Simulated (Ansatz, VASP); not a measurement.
**FeCo (Wairauite) in VASP and in Ansatz**

```
Co Fe
1.0
     2.81839    0.00000    0.00000
     0.00000    2.81839    0.00000
     0.00000    0.00000    2.81839
Co Fe
1 1
Direct
  0.00000 0.00000 0.00000
  0.50000 0.50000 0.50000
```

Change from the starting cell: volume scaled by 0.96.

Alike in both runs: task single point; functional PBE; k mesh 9 × 9 × 9; occupations fermi-dirac, width 0.05 eV; collinear spin, ferromagnetic start.

```csv
,VASP,Ansatz
version,VASP 6.6.1,Ansatz 0.2.0
potentials or method,"VASP PAW PBE potentials, release 64 (Co, Fe)",Ansatz PAW
plane-wave cutoff (eV),520,420
valence electrons in the cell,17,33
```

```csv
,VASP,Ansatz,Ansatz less VASP
gap on the k mesh at the Fermi level (eV),none,none,-
pressure (GPa),4.3,5.0,+0.73
net moment per atom (μB),2.20,2.21,+0.011
size of the moment on the site where the two differ most (μB),1.72,1.80,+0.079
```

Site moments also hang on the region over which each program counts them. A gap of «none» marks a metal or a gap that the smearing closes. The functional is the same, so the differences come from potentials, cutoffs and numerics. The two sets of potentials don't hold the same shells in valence.
